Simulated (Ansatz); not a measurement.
# CdTe under changes of volume

One of the cells (32.922 Å³/atom); the others are scaled copies at fixed shape and fractional positions:

```
Te Cd
1.0
     0.00000    3.20500    3.20500
     3.20500    0.00000    3.20500
     3.20500    3.20500    0.00000
Te Cd
1 1
Cartesian
  4.8075 4.8075 4.8075
  0.0000 0.0000 0.0000
```

- Program: Ansatz 0.2.0
- Functional: r2SCAN
- Potentials or basis: Ansatz PAW
- Cutoff: 500 eV (not typed: the program's choice for these potentials)
- k mesh: 7 × 7 × 7
- Occupations: fermi-dirac, width 0.05 eV
- Spin: no spin polarisation

```csv
volume (Å³/atom),energy over the lowest point (meV/atom),pressure (GPa),gap on the mesh (eV)
30.947,?,?,?
31.605,57.83,5.7,1.52
32.263,37.19,4.4,1.45
32.922,21.58,3.2,1.39
33.580,10.47,2.2,1.32
34.239,3.41,1.3,1.26
34.897,0.00,0.4,1.20
```

Q: What does the run at 30.947 Å³/atom give?

A: Energy over the lowest point 84.03 meV/atom; pressure 7.1 GPa; gap on the mesh 1.59 eV.

Worked out: A Birch-Murnaghan fit of order 3 (a polynomial in V^(-2/3)) to the other rows has its minimum at 35.26 Å³/atom, just outside them, with B0 = V·E''(V) = 40 GPa and B' = 4.7. It gives 84.06 meV/atom at 30.947 Å³/atom, against the run's 84.03, and -dE/dV = 7.1 GPa, against 7.1. A straight line through the other rows of the gap, of slope -3.23 eV per unit of ln V (its deformation potential), extrapolates to 1.59 eV, against the run's 1.59.

Energies are extrapolated to zero smearing.

Caveats: odd divisions of the mesh miss points on the zone boundary, where band edges often lie, so the gap on the mesh can be too wide; spin-orbit coupling is left out, which moves the levels of the heavy elements; the PAW data sets come from PBE, with cores solved anew for the run's functional, which leaves a small shift of forces and pressure.
